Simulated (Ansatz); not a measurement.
**Cu2O at a changed volume: ⁶⁵Cu NMR of the central transition**

Cell: an entry of the Crystallography Open Database (COD), relaxed with PBE at fixed cell and then changed (volume scaled by 0.98, ions relaxed).

Space group Pn-3m:1 (No. 224); a = 4.2399 Å.

| site | Wyckoff | site symmetry | x | y | z |
| --- | --- | --- | --- | --- | --- |
| Cu | 4b | .-3m | 0.2500 | 0.2500 | 0.2500 |
| O | 2a | -43m | 0.0000 | 0.0000 | 0.0000 |

One atom of each set is listed.

Level of theory: DFT, PBE, plane waves and PAW, scalar-relativistic, 420 eV cutoff, Γ-centred 7×7×7 k-points, Fermi–Dirac smearing 0.02 eV (Ansatz 0.2.0).

⁶⁵Cu has I = 3/2 and Q = -204.0 mb (Pyykkö 2018); at 7.05 T its Larmor frequency is ν₀ = 85.3 MHz. Only the quadrupole interaction is simulated: positions count from each site's isotropic chemical shift, and shift anisotropy, dipolar and J coupling are left out.

(1) Simulate the second-order pattern (static powder, Gaussian broadening 40 kHz) of site Cu (2 O at 1.84 Å, angle 180°).

Results:

(1) The calculation gives C_Q = 27.5 MHz and η = 0.00, so ν_Q = 13.7 MHz and the centre of gravity lies at -2593 ppm (-221 kHz).

offset (kHz), height and a bar:
```
   -813.1          0 
   -779.7          5 #
   -746.2         67 ####################
   -712.8        100 ##############################
   -679.4         65 ###################
   -646.0         51 ###############
   -612.6         43 #############
   -579.1         38 ############
   -545.7         35 ###########
   -512.3         33 ##########
   -478.9         31 #########
   -445.4         30 #########
   -412.0         29 #########
   -378.6         28 ########
   -345.2         27 ########
   -311.8         26 ########
   -278.3         26 ########
   -244.9         25 ########
   -211.5         25 ########
   -178.1         25 ########
   -144.6         25 #######
   -111.2         25 #######
    -77.8         24 #######
    -44.4         25 #######
    -11.0         23 #######
     22.5         20 ######
     55.9         20 ######
     89.3         20 ######
    122.7         21 ######
    156.2         22 #######
    189.6         23 #######
    223.0         25 #######
    256.4         27 ########
    289.8         31 #########
    323.3         35 ###########
    356.7         45 ##############
    390.1         71 #####################
    423.5         48 ##############
    457.0          3 #
    490.4          0
```

An axis of threefold or higher order runs through Cu, so V_zz lies along it and η is zero.

With ν_Q/ν₀ up to 0.16, terms beyond second order are no longer negligible.

Semilocal functionals underestimate gradients at Cu(I) with two or three neighbours, in Cu₂O by a fifth to nearly a half. At this changed cell the PBE pressure is 5 GPa.
